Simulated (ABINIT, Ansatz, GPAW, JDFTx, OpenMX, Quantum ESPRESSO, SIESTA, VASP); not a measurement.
## NbP: programs and potentials compared

```
Nb P
1.0
    -1.67492    1.67492    5.74011
     1.67492   -1.67492    5.74011
     1.67492    1.67492   -5.74011
Nb P
2 2
Direct
  0.24988 0.74988 0.50000
  0.49988 0.49988 0.00000
  0.83275 0.33275 0.50000
  0.08275 0.08275 0.00000
```

The cell is a database's computed one, not the measured one.

Alike in all runs: task single point; functional PBE; k mesh 11 × 11 × 11; occupations fermi-dirac, width 0.05 eV; no spin polarisation; no spin-orbit coupling. Pressure is positive in compression and, in plane waves, holds the error of the finite cutoff, which Ansatz's Pulay term estimates and takes out.

```tsv
program and potentials	plane-wave cutoff (eV)	notes	pressure (GPa)
ABINIT, JTH PAW PBE v2.0	544	-	-1.44
Ansatz, Ansatz PAW (earlier soft set)	420	-	-1.08
OpenMX, OpenMX 2013 PBE set, Nb7.0-s3p2d2, P7.0-s2p2d1f1, grid cutoff 400 Ry	-	atomic basis	2.14
JDFTx, PseudoDojo-SR-PBE-0.5-standard	1116	-	-1.00
SIESTA, files PseudoDojo sr-pbe-0.4.1-standard, DZP (energy shift 0.003 Ry; two zetas on semicore shells)	-	atomic basis	0.76
VASP, PBE PAW files Nb_sv, P, 520 eV	520	-	-1.46
Ansatz, all-electron LAPW, scalar-relativistic	-	-	-1.07
GPAW, GPAW PAW data sets (gpaw-data 1.2.1)	600	-	-1.46
Quantum ESPRESSO, SSSP 1.3 efficiency PBE	748	-	-1.05
```

Force on atom 4 (P), eV/Å:

```tsv
program and potentials	x	y	z
OpenMX, OpenMX 2013 PBE set, Nb7.0-s3p2d2, P7.0-s2p2d1f1, grid cutoff 400 Ry	-0.009	-0.044	-0.092
SIESTA, files PseudoDojo sr-pbe-0.4.1-standard, DZP (energy shift 0.003 Ry; two zetas on semicore shells)	0.000	0.000	-0.026
```

The pressure spans -1.46 (GPAW, GPAW PAW data sets (gpaw-data 1.2.1)) to 2.14 GPa (OpenMX, OpenMX 2013 PBE set, Nb7.0-s3p2d2, P7.0-s2p2d1f1, grid cutoff 400 Ry), with all-electron results at -1.07. Rows in atomic bases carry the error of their basis and grid, which can be large.

The functional is the same throughout but for its coding, so the spread measures potentials, basis and numerics; runs on potential files found faulty are left out.

The plane-wave runs and the all-electron LAPW run all put this cell under slight tension, so PBE would contract it. NbP is stiff because of its covalent Nb d–P p network, so a pressure of this size probably means only a small volume error. ABINIT, VASP and GPAW lie somewhat below the LAPW value of -1.07 GPa, which may reflect either residual cutoff error or their PAW data sets.

SIESTA and OpenMX reverse the sign and would expand the cell. For SIESTA the basis or grid is the likelier cause, since JDFTx, with potentials of the same family, stays close to LAPW. For OpenMX the potentials can't be separated from the basis.

The forces point to a numerical fault as well. Phosphorus sits on a polar axis where two mirror planes meet, so only the z component may be non-zero. The OpenMX y component of -0.044 eV/Å therefore probably comes from the real-space grid, not from a real drive to distort. Pressure alone doesn't show how the axial ratio would relax.
